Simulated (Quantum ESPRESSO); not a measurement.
This Quantum ESPRESSO 7.5 run on CoSi2 needs a look.

File pw.in:

```
&CONTROL
  calculation = 'scf'
  prefix = 'pwscf'
  outdir = './tmp'
  pseudo_dir = './pseudo'
  tprnfor = .true.
  tstress = .true.
  disk_io = 'nowf'
/
&SYSTEM
  ibrav = 0
  nat = 3
  ntyp = 2
  ecutwfc = 56
  ecutrho = 448
  nbnd = 22
  occupations = 'smearing'
  smearing = 'fd'
  degauss = 0.00367493
/
&ELECTRONS
  conv_thr = 6d-10
  electron_maxstep = 80
  mixing_beta = 0.3
/
ATOMIC_SPECIES
Co    58.9332 co_pbesol_v1.2.uspp.F.UPF
Si    28.0850 si_pbesol_v1.uspp.F.UPF
CELL_PARAMETERS angstrom
   0.0000000000    2.6780000000    2.6780000000
   2.6780000000    0.0000000000    2.6780000000
   2.6780000000    2.6780000000    0.0000000000
ATOMIC_POSITIONS crystal
Co     0.0000000000    0.0000000000    0.0000000000
Si     0.7500000000    0.7500000000    0.7500000000
Si     0.2500000000    0.2500000000    0.2500000000
HUBBARD {ortho-atomic}
U Co-3d 2.0
```

Potentials or basis: GBRV 1.5 PBEsol.

Command:

```console
$ OMP_NUM_THREADS=1 mpirun -n 2 pw.x -in pw.in > pw.out
```

pw.out:

```text
This program is part of the open-source Quantum ESPRESSO suite
     for quantum simulation of materials; please cite
         "P. Giannozzi et al., J. Phys.:Condens. Matter 21 395502 (2009);
         "P. Giannozzi et al., J. Phys.:Condens. Matter 29 465901 (2017);
         "P. Giannozzi et al., J. Chem. Phys. 152 154105 (2020);
     in publications or presentations arising from this work. More details at

     gamma-point specific algorithms are used
     Message from routine setup:
     using ibrav=0 with symmetry is DISCOURAGED, use correct ibrav instead
[... 121 lines left out ...]

     Number of occupied Hubbard levels =    7.0000

     Atomic wfc used for Hubbard projectors are orthogonalized

 %%%%%%%%%%%%%%%%%%%%%%%%%%%%%%%%%%%%%%%%%%%%%%%%%%%%%%%%%%%%%%%%%%%%%%%%%%%%%%
     Error in routine orthoUwfc (1):
     Gamma-only calculation for this case not implemented
 %%%%%%%%%%%%%%%%%%%%%%%%%%%%%%%%%%%%%%%%%%%%%%%%%%%%%%%%%%%%%%%%%%%%%%%%%%%%%%

     stopping ...

"abort". This may have caused other processes in the application to be
```

Task: How did it end, and where is the flaw?

Result: The program refused the input. The input holds a flaw that was put in on purpose: missing k-point card.
